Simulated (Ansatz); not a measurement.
Runs of Ansatz 0.2.0 on SiC. Symmetry: P6_3mc, No. 186, hexagonal system. The conventional cell has a = 3.076 Å, b = 3.076 Å, c = 10.071 Å, α = 90.00°, β = 90.00°, γ = 120.00°. Si (site symmetry 3m) is surrounded by 4 C at 1.88 to 1.89 Å. Si (site symmetry 3m) has 4 C at 1.88 to 1.89 Å as nearest neighbours. C (site symmetry 3m) has 4 Si at 1.88 to 1.89 Å as nearest neighbours. C (site symmetry 3m) is surrounded by 4 Si at 1.88 to 1.89 Å. The cell is a database's computed one.

| task | level | cell | points for each segment of the path | gap on the mesh (eV) | pressure (GPa) | relaxed volume (Å³/atom) | largest force (eV/Å) |
| --- | --- | --- | --- | --- | --- | --- | --- |
| band structure | rPW86-PBE | as given | 10 | 2.49 | 7.6 | - | 0.01 |
| relaxation of cell and atoms | RPBE | relaxed | - | 2.24 | 0.0 | (a) | - |
| relaxation of cell and atoms | revPBE+D4 | relaxed | - | 2.24 | 0.0 | (b) | - |
| relaxation of cell and atoms | PBEsol+D3(BJ) | relaxed | - | 2.12 | 0.0 | (c) | - |
| relaxation of cell and atoms | BLYP+D3(BJ) | relaxed | - | 2.53 | 0.0 | 10.24 | 0.01 |

Alike in all rows: potentials or basis Ansatz PAW; no spin polarisation; k mesh 10 × 10 × 3; cutoff (eV) 420; smearing fermi-dirac 0.05 eV.

Problem. Fill in the values left out.

Solution. (a) 10.66; (b) 10.19; (c) 10.16.

Caveats: the PAW data sets come from PBE, with cores solved anew for the run's functional, which leaves a small shift of forces and pressure; odd divisions of the mesh miss points on the zone boundary, where band edges often lie, so the gap on the mesh can be too wide (some runs); the plane-wave basis is chosen anew once the cell has moved, so the energies of steps on either side of that aren't comparable (some runs).

A k mesh can miss the band edges.

Runs at the PBE level aren't shown here.
